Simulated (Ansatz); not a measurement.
Here is an Ansatz 0.2.0 calculation.

The input input.yaml:

```yaml
crystal:
  lattice:
    - [2.4705617809, 0.0, 0.0]
    - [-1.2352808905, 2.1395692639, 0.0]
    - [0.0, 0.0, 8.0882338]
  atoms:
    - { symbol: Co, position: [0.6666666667, 0.3333333333, 0.75], spin: 2.0 }
    - { symbol: Co, position: [0.0, 0.0, 0.5], spin: 2.0 }
    - { symbol: Co, position: [0.3333333333, 0.6666666667, 0.25], spin: 2.0 }
    - { symbol: Co, position: [0.0, 0.0, 0.0], spin: 2.0 }
hamiltonian:
  xc: pbe
  pseudopotentials: { kind: paw }
magnetization:
  spin_polarized: true
kpoints:
  mp_grid: { grid: [12, 12, 4] }
scf:
  occupations: { method: gaussian, width: 0.019 }
output:
  forces: true
  stress: true
  eigenvalues: true
  write_density: true
  write_potential: true
  elf: true
  volumetric_format: npy
```

Potentials or basis: Ansatz PAW.

Run with:

```sh
$ ansatz run input.yaml --threads 2 --pin off --max-ram 5632MiB --backend cpu --events-out ev --progress --plain --runs-dir out
```

(1) What does it give for the absolute moment?

(2) Estimate the band gap on the k mesh.

(3) What does it give for the net moment?

Answers

(1) 7.23 μB per cell.

(2) none (metal or under the smearing width).

(3) 6.62 μB per cell.
